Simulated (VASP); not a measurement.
# In (I4/mmm) in VASP: a series of runs

The runs below take In through single point, with PBE.

Everything below comes from runs of VASP 6.6.1. Logs are shortened: lines on timing, memory, paths and dates and some standing lists are left out, and cuts for length are marked.

### 1 The undisturbed slab

The structure is tetragonal, space group I4/mmm (No. 139). Conventional cell: a = 3.390 Å, b = 3.390 Å, c = 4.785 Å, α = 90.00°, β = 90.00°, γ = 90.00°. In (site symmetry 4/mmm) is surrounded by 12 In at 3.39 Å.

### 2 Single point, PBE ((1 0 1) slab, atoms relaxed)

Input file INCAR:

```
PREC = Accurate
ENCUT = 520
EDIFF = 1E-6
ISMEAR = 0
SIGMA = 0.1
LREAL = False
LASPH = True
NELM = 100
ALGO = Fast
ISIF = 2
LWAVE = False
LCHARG = False
LDIPOL = True
IDIPOL = 3
DIPOL = 0.5 0.5 0.500
GGA = PE
NBANDS = 26
```

Input file KPOINTS:

```
regular mesh
0
Gamma
  12 12 1
```

Input file POSCAR:

```
In
1.0
    3.3901944521      0.0000000000      0.0000000000
   -1.6950972261      2.9319305269      0.0000000000
    0.0000000000      0.0000000000     20.5323234863
In
3
Direct
    0.3343739378      0.6687478756      0.3675763694
    0.6685161115      0.3370322230      0.4999999973
    0.0026582527      0.0053165055      0.6324236333
```

Potentials or basis: VASP PAW PBE potentials, release 64 (In_d).

On the command line:

```sh
cat potpaw_PBE.64/In_d/POTCAR > POTCAR
mpirun -np 1 vasp_std > vasp.out
```

OUTCAR:

```text
PREC = Accurate
   ENCUT = 520
   EDIFF = 1E-6
   ISMEAR = 0
   LREAL = False
   LASPH = True
   NELM = 100
   ISIF = 2
   GGA = PE

 ion  position               nearest neighbor table
   1  0.334  0.669  0.368-   2 3.35   2 3.35   2 3.35
   2  0.669  0.337  0.500-   1 3.35   1 3.35   3 3.35   3 3.35   1 3.35   3 3.35
   3  0.003  0.005  0.632-   2 3.35   2 3.35   2 3.35

  Warning from LATTYP: Monoclinic adjustment (A1->A3, A2->A1, A3->A2)!
  LATTYP: Found a base centered orthorhombic cell.
 ALAT       =     3.3901944521
 B/A-ratio  =     1.7296533095
 C/A-ratio  =     6.0563851945

  Lattice vectors:

 A1 = (   1.6950972261,  -2.9319305269,   0.0000000000)
 A2 = (   1.6950972260,   2.9319305269,   0.0000000000)
 A3 = (   0.0000000000,   0.0000000000,  20.5323234863)

Analysis of symmetry for initial positions (statically):
=====================================================================
 Subroutine PRICEL returns:
 Original cell was already a primitive cell.

 Routine SETGRP: Setting up the symmetry group for a
 base centered orthorhombic supercell.

 Subroutine GETGRP returns: Found  4 space group operations
 (whereof  2 operations were pure point group operations)
 out of a pool of  8 trial point group operations.

The static configuration has the point symmetry C_1h.
 The point group associated with its full space group is C_2h.

Analysis of symmetry for dynamics (positions and initial velocities):
=====================================================================
 Subroutine PRICEL returns:
 Original cell was already a primitive cell.

 Routine SETGRP: Setting up the symmetry group for a
 base centered orthorhombic supercell.

 Subroutine GETGRP returns: Found  4 space group operations
 (whereof  2 operations were pure point group operations)
 out of a pool of  8 trial point group operations.

The dynamic configuration has the point symmetry C_1h.
 The point group associated with its full space group is C_2h.

 Subroutine INISYM returns: Found  4 space group operations
 (whereof  2 operations are pure point group operations),
 and found     1 'primitive' translations

----------------------------------------------------------------------------------------

                                     Primitive cell

  volume of cell :     204.0875

  direct lattice vectors                    reciprocal lattice vectors
     3.390194452  0.000000000  0.000000000     0.294968331  0.170536101  0.000000000
    -1.695097226  2.931930527  0.000000000     0.000000000  0.341072202  0.000000000
     0.000000000  0.000000000 20.532323486     0.000000000  0.000000000  0.048703694
[... 96 lines left out ...]
   PSTRESS=    0.0 pullay stress
   NELECT =      39.0000    total number of electrons
   NUPDOWN=      -1.0000    fix difference up-down
   EMIN   =  10.00;   EMAX   =-10.00  energy-range for DOS
   EFERMI =   0.00;   METHOD = LEGACY
   ISMEAR =     0;   SIGMA  =   0.10  broadening in eV -4-tet -1-fermi 0-gaus
   EFERMI_NEDOS =   21; number of points for ismear=-14 and -15
   IALGO  =     68    algorithm
   IMIX   =      4    mixing-type and parameters
     AMIX     =   0.40;   BMIX     =  1.00
     AMIX_MAG =   1.60;   BMIX_MAG =  1.00
  volume/ion in A,a.u.               =      68.03       459.08
  Fermi-wavevector in a.u.,A,eV,Ry     =   0.942955  1.781926 12.097809  0.889164
  Thomas-Fermi vector in A             =   2.070615
   LORBIT       =      0    0 simple, 1 ext, 2 COOP (PROOUT), +10 PAW based schemes
   GGA     = PE    functional components
   LHFCALC =     F    Hartree Fock is set to
   AEXX    =    0.0000 exact exchange contribution
   IVDW    =     0    specifies the selected vdW correction
   LEPSILON=     F    determine dielectric tensor
   LRPA    =     F    only Hartree local field effects (RPA)
 non-spin polarized calculation
 RMM-DIIS sequential band-by-band and
 Gauss-broadening in eV      SIGMA  =   0.10
  energy-cutoff  :      520.00
  volume of cell :      204.09
 maximum number of plane-waves:      5519
 NGX is ok and might be reduce to    28
   NGX = 13   NGY = 13   NGZ = 77

 dipolmoment           0.000000      0.000000     -0.000000 electrons x Angstroem

 number of electron      39.0000004 magnetization

 dipolmoment           0.000000      0.000000      0.000000 electrons x Angstroem

 Free energy of the ion-electron system (eV)
  ---------------------------------------------------
  ext. energy  EPLUGINS =         0.00000000
  ---------------------------------------------------
  free energy    TOTEN  =        -7.31414064 eV

  energy without entropy =       -7.30827307  energy(sigma->0) =       -7.31120685

 E-fermi :   0.4644     XC(G=0):  -4.7750

 val. band max:        0.3448148560   @ k =   0.4167   0.2500   0.0000
 cond. band min:       0.5206039029   @ k =   0.3333   0.0833   0.0000
 fundamental gap:      0.1757890468
 Fermi energy:         0.4643834013

 k-point     1 :       0.0000    0.0000    0.0000
  band No.  band energies     occupation
      1     -14.0991      2.00000
      2     -14.0792      2.00000
      3     -14.0472      2.00000
      4     -14.0284      2.00000
      5     -14.0266      2.00000
      6     -14.0213      2.00000
[... 685 lines left out ...]
     25       3.7705      0.00000
     26       5.1422      0.00000

 [... further k-points ...]

------------------------ aborting loop because EDIFF is reached ----------------------------------------

 vacuum level on the upper side and lower side of the slab       (xc-potential included)        -0.422        -0.419

  FORCE on cell =-STRESS in cart. coord.  units (eV):
  Direction    XX          YY          ZZ          XY          YZ          ZX
  --------------------------------------------------------------------------------------
  -------------------------------------------------------------------------------------
  Total       -1.1055013     -1.1011617      0.0224984      0.0000000     -0.0011310      0.0000000
  in kB       -8.6786754     -8.6446077      0.1766224      0.0000000     -0.0088792      0.0000000
  external PRESSURE =      -5.7155536 kB  Pullay stress =       0.0000000 kB

 VOLUME and BASIS-vectors are now :
 -----------------------------------------------------------------------------
  energy-cutoff  :      520.00
  volume of cell :      204.09
      direct lattice vectors                 reciprocal lattice vectors
     3.390194452  0.000000000  0.000000000     0.294968331  0.170536101  0.000000000
    -1.695097226  2.931930527  0.000000000     0.000000000  0.341072202  0.000000000
     0.000000000  0.000000000 20.532323486     0.000000000  0.000000000  0.048703694

 POSITION                                       TOTAL-FORCE (eV/Angst)
 -----------------------------------------------------------------------------------
     -0.00000      1.96072      7.54720        -0.000000      0.000135     -0.010591
      1.69510      0.98816     10.26616         0.000000     -0.000000      0.000000
     -0.00000      0.01559     12.98513         0.000000     -0.000135      0.010591
 -----------------------------------------------------------------------------------
    total drift:                               -0.000000     -0.000046      0.000048

  FREE ENERGIE OF THE ION-ELECTRON SYSTEM (eV)
  ---------------------------------------------------
  free  energy   TOTEN  =        -7.3141406388 eV

  energy  without entropy=       -7.3082730687  energy(sigma->0) =       -7.31120685

 vacuum level on the upper side and lower side of the slab         4.091         4.092
```

Run time: 4.7 min. Hardware: 1 thread of Intel Xeon Platinum 8488C (Sapphire Rapids), shared host; peak memory 0.44 GiB.

What came out:

| Quantity | Value |
| --- | --- |
| Free energy | -7.3141 eV |
| Largest force | 0.011 eV/Å |
| Band gap on the k mesh | none (metal or under the smearing width) |

Forces on the atoms (eV/Å):
```
In   0.000  0.000 -0.011
In   0.000  0.000  0.000
In   0.000  0.000  0.011
```

Levels at points of the mesh, in eV from the Fermi level:
```
           k point  band 16  band 17  band 18  band 19  band 20  band 21  band 22  band 23
(0.00, 0.00, 0.00)    -8.79    -7.47    -5.41    -1.94     1.00     3.28     3.70     5.12
(0.50, 0.00, 0.00)    -4.27    -3.96    -2.79    -2.40    -0.80    -0.61     2.71     2.74
(0.00, 0.50, 0.00)    -4.26    -3.94    -2.77    -2.40    -0.78    -0.61     2.71     2.76
```

### 3 Single point, PBE ((1 1 0) slab, atoms relaxed)

INCAR is that of step 2.

Input file KPOINTS:

```
Automatic mesh
0
Gamma
  10 10 1
```

Input file POSCAR:

```
In
1.0
    3.3866755410      0.0000000000      0.0000000000
   -0.0070414785      3.3866682208      0.0000000000
    0.0000000000      0.0000000000     19.7944589732
In
3
Direct
    0.5000000000      0.5000000000      0.3826376365
    0.0000000000      0.0000000000      0.4999999995
    0.5000000000      0.5000000000      0.6173623640
```

Potentials or basis: VASP PAW PBE potentials, release 64 (In_d).

On the command line:

```sh
cat potpaw_PBE.64/In_d/POTCAR > POTCAR
mpirun -np 1 vasp_std > vasp.out
```

Run time: 3.8 min. Hardware: 1 thread of Intel Xeon Platinum 8488C (Sapphire Rapids), shared host; peak memory 0.41 GiB.

The run converged. Its results:

| Quantity | Value |
| --- | --- |
| Free energy | -7.2250 eV |
| Largest force | 0.016 eV/Å |
| Band gap on the k mesh | none (metal or under the smearing width) |

Forces on the atoms (eV/Å):
```
In   0.000  0.000 -0.016
In   0.000  0.000  0.000
In   0.000  0.000  0.016
```

Levels at points of the mesh, in eV from the Fermi level:
```csv
k point,band 15,band 16,band 17,band 18,band 19,band 20,band 21,band 22,band 23,band 24
"(0.00, 0.00, 0.00)",-14.23,-8.73,-6.96,-4.18,-0.94,2.28,3.75,4.03,4.49,4.50
"(0.50, 0.00, 0.00)",-14.25,-5.21,-5.13,-4.06,-2.47,-1.03,0.21,2.09,3.73,5.14
"(0.50, 0.50, 0.00)",-14.18,-1.93,-1.86,-1.51,-1.49,-1.49,0.30,0.32,2.23,2.67
```
